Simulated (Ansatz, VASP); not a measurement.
One calculation of GaAs, two programs

```
Ga As
1.0
     0.00000    2.82685    2.82685
     2.82685    0.00000    2.82685
     2.82685    2.82685    0.00000
Ga As
1 1
Direct
  0.00000 0.00000 0.00000
  0.25000 0.25000 0.25000
```

Alike in both runs: task single point; functional r2SCAN; k mesh 4 × 4 × 4; occupations fermi-dirac, width 0.02 eV; no spin polarisation.

```csv
,VASP,Ansatz
version,VASP 6.6.1,Ansatz 0.2.0
potentials or method,"VASP PAW PBE potentials, release 64 (Ga_d, As)","plane waves, PAW"
plane-wave cutoff (eV),520,500
valence electrons in the cell,18,28
```

|  | VASP | Ansatz | Ansatz less VASP |
| --- | --- | --- | --- |
| gap on the k mesh at the Fermi level (eV) | 0.99 | 1.01 | +0.019 |

The functional is the same, so the differences come from potentials, cutoffs and numerics. The two sets of potentials don't hold the same shells in valence.

Caveats: the k mesh is coarse (spacing up to 0.48 Å⁻¹), so the values aren't converged; the PAW data sets were made with another functional, which shifts forces and pressure a little (VASP). r2SCAN opens gaps a little over a GGA but as a rule still falls short of measured ones. A k mesh can miss the band edges.
